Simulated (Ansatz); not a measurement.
# B: the cost of one run

Computed with Ansatz 0.2.0 (DFT PBE, scalar-relativistic, plane waves, PAW, unless a step's input says otherwise).

1 further run of the same task is left out (it didn't finish).

## 1. The starting structure

The structure is trigonal, space group R-3m (No. 166). The conventional cell has a = 4.189 Å, b = 4.189 Å, c = 8.003 Å, α = 90.00°, β = 90.00°, γ = 120.00°. Around B (site symmetry m) lie 5 B at 1.73 Å.

As a file:

```
CELL_PARAMETERS angstrom
2.09446 1.20924 2.66776
-2.09446 1.20924 2.66776
0.00000 -2.41847 2.66776
ATOMIC_POSITIONS crystal
B 0.13371 0.13371 0.54689
B 0.54689 0.13371 0.13371
B 0.13371 0.54689 0.13371
B 0.45311 0.86629 0.86629
B 0.86629 0.86629 0.45311
B 0.86629 0.45311 0.86629
```

The cell is invented: 5-connected net of one element (R-3m, No. 166). Lengths come from tabulated atomic sizes and are only a guess.

## 2. Probe: one point on a coarse mesh

The input, input.yaml:

```yaml
crystal:
  lattice:
    - [2.09445824, 1.20923603, 2.66775701]
    - [-2.09445824, 1.20923603, 2.66775701]
    - [0.0, -2.41847205, 2.66775701]
  atoms:
    - { symbol: B, position: [0.13370816, 0.13370816, 0.5468948] }
    - { symbol: B, position: [0.5468948, 0.13370816, 0.13370816] }
    - { symbol: B, position: [0.13370816, 0.5468948, 0.13370816] }
    - { symbol: B, position: [0.4531052, 0.86629184, 0.86629184] }
    - { symbol: B, position: [0.86629184, 0.86629184, 0.4531052] }
    - { symbol: B, position: [0.86629184, 0.4531052, 0.86629184] }
basis:
  ecutwfc: 420
kpoints:
  mp_grid: { grid: [6, 6, 6] }
hamiltonian:
  xc: pbe
scf:
  occupations: { method: gaussian, width: 0.1 }
  lower_state_search: "off"
output:
  forces: true
  stress: true
  eigenvalues: true
```

Launch:

```sh
> ansatz run input.yaml --threads 1 --pin off --max-ram 2560MiB --backend cpu --events-out ev --progress --plain --runs-dir out
```

What time and memory should one allow on 1 thread of Arm Neoverse V2, shared host?

About 1.4 s, with a peak of 0.28 GiB.
